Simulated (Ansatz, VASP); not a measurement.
**One calculation of KBr, two programs**

File INCAR:

```
SYSTEM = KBr
  PREC = Accurate
  ENCUT = 520
  EDIFF = 1E-6
  ISMEAR = 0
  SIGMA = 0.02
  LREAL = .False.
  LASPH = .True.
  NELM = 100
  ALGO = Fast
  ISIF = 2
  LWAVE = .False.
  LCHARG = .True.
  GGA = PE
  LELF = .True.
  LVHAR = .True.
  NBANDS = 15
```

KPOINTS

```
Automatic mesh
0
Gamma
  6 6 6
  0 0 0
```

Contents of POSCAR:

```
KBr
1.0
    0.0000000000      3.2925000000      3.2925000000
    3.2925000000      0.0000000000      3.2925000000
    3.2925000000      3.2925000000      0.0000000000
K Br
1 1
Direct
    0.0000000000      0.0000000000      0.0000000000
    0.5569476082      0.4430523918      0.5569476082
```

Input for Ansatz:

```yaml
crystal:
  lattice:
    - [0.0, 3.2925, 3.2925]
    - [3.2925, 0.0, 3.2925]
    - [3.2925, 3.2925, 0.0]
  atoms:
    - { symbol: K, position: [0.0, 0.0, 0.0] }
    - { symbol: Br, position: [0.5569476082, 0.4430523918, 0.5569476082] }
basis:
  ecutwfc: 420
kpoints:
  mp_grid: { grid: [6, 6, 6] }
hamiltonian:
  xc: pbe
scf:
  occupations: { method: gaussian, width: 0.02 }
output:
  forces: true
  stress: true
  eigenvalues: true
```

Change from the starting cell: one atom moved.

Alike in both runs: task single point; functional PBE; k mesh 6 × 6 × 6; occupations gaussian, width 0.02 eV; no spin polarisation.

```csv
,VASP,Ansatz
version,VASP 6.6.1,Ansatz 0.2.0
potentials or method,"VASP PAW PBE potentials, release 64 (K_sv, Br)","scalar-relativistic, plane waves, PAW"
plane-wave cutoff (eV),520,420
valence electrons in the cell,16,16
```

```tsv
	VASP	Ansatz	Ansatz less VASP
gap on the k mesh at the Fermi level (eV)	4.49	4.49	+0.002
least direct gap on the mesh (eV)	4.49	4.49	+0.002
pressure (GPa)	1.8	1.7	-0.05
largest component of the traceless stress (GPa)	2.21	2.17	-0.034
rms of the force components (eV/Å)	0.402	0.397	-0.0051
```

Atom by atom the forces differ by 0.005 eV/Å (rms over components).
